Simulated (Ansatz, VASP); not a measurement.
## One calculation of TiTe2, two programs

INCAR

```
ALGO = Normal
EDIFF = 1E-6
ENCUT = 520
GGA = PS
ISIF = 2
ISMEAR = -1
LASPH = T
LCHARG = T
LELF = T
LREAL = F
LVHAR = T
LWAVE = F
NBANDS = 19
NELM = 80
PREC = Accurate
SIGMA = 0.08
```

KPOINTS

```
k-points
0
Gamma
  10 10 6
```

File POSCAR:

```
TiTe2
1.0
    3.6974464966      0.0000000000      0.0000000000
   -1.8487232483      3.2020825952      0.0000000000
    0.0000000000      0.0000000000      6.4413452244
Ti Te
1 2
Direct
    0.0000000000      0.0000000000      0.0000000000
    0.6666666667      0.3333333333      0.2673562906
    0.3333333333      0.6666666667      0.7326437094
```

Input for Ansatz:

```yaml
crystal:
  lattice:
    - [3.69744649657, 0.0, 0.0]
    - [-1.84872324829, 3.20208259516, 0.0]
    - [0.0, 0.0, 6.44134522443]
  atoms:
    - { symbol: Ti, position: [0.0, 0.0, 0.0] }
    - { symbol: Te, position: [0.666666666667, 0.333333333333, 0.267356290619] }
    - { symbol: Te, position: [0.333333333333, 0.666666666667, 0.732643709381] }
kpoints:
  mp_grid: { grid: [10, 10, 6] }
scf:
  occupations: { method: fermi_dirac, width: 0.08 }
hamiltonian:
  xc: pbesol
  pseudopotentials: { kind: all_electron, lapw: { basis_error: 0.001 } }
output:
  forces: true
  stress: true
  eigenvalues: true
  eigenstates:
    nscf_kmesh: { grid: [14, 14, 8] }
    de_dk: true
    e_range: [-14, 14]
  optics:
    e_range: [0, 30]
    de: 0.2
    sigma: 0.15
    bands: { spectra_wanted_up_to: 30 }
    nscf_kmesh: { grid: [14, 14, 8] }
    drude_damping: 0.1
checkpoint:
  write: ck
  write_wavefunctions: false
```

Alike in both runs: task single point; functional PBEsol; k mesh 10 × 10 × 6; occupations fermi-dirac, width 0.08 eV; no spin polarisation.

|  | VASP | Ansatz |
| --- | --- | --- |
| version | VASP 6.6.1 | Ansatz 0.2.0 |
| potentials or method | VASP PAW PBE potentials, release 64 (Ti_sv, Te) | all-electron LAPW, scalar-relativistic |
| plane-wave cutoff (eV) | 520 | see its input |

|  | VASP | Ansatz | Ansatz less VASP |
| --- | --- | --- | --- |
| pressure (GPa) | 0.0 | 0.0 | -0.04 |
| rms of the force components (eV/Å) | 0.009 | 0.001 | -0.0076 |

Atom by atom the forces differ by 0.010 eV/Å (rms over components). Ansatz ran all-electron here, so the differences hold the error of VASP's frozen core and of both bases. Ansatz warned: «optics_on_partly_filled_bands».

Caveats: the PAW data sets were made with another functional, which shifts forces and pressure a little (VASP); this functional lacks dispersion, which binds the layers, so the pressure and a relaxed spacing across them are unreliable. The runs have no spin-orbit coupling, so splittings on Te are missing.
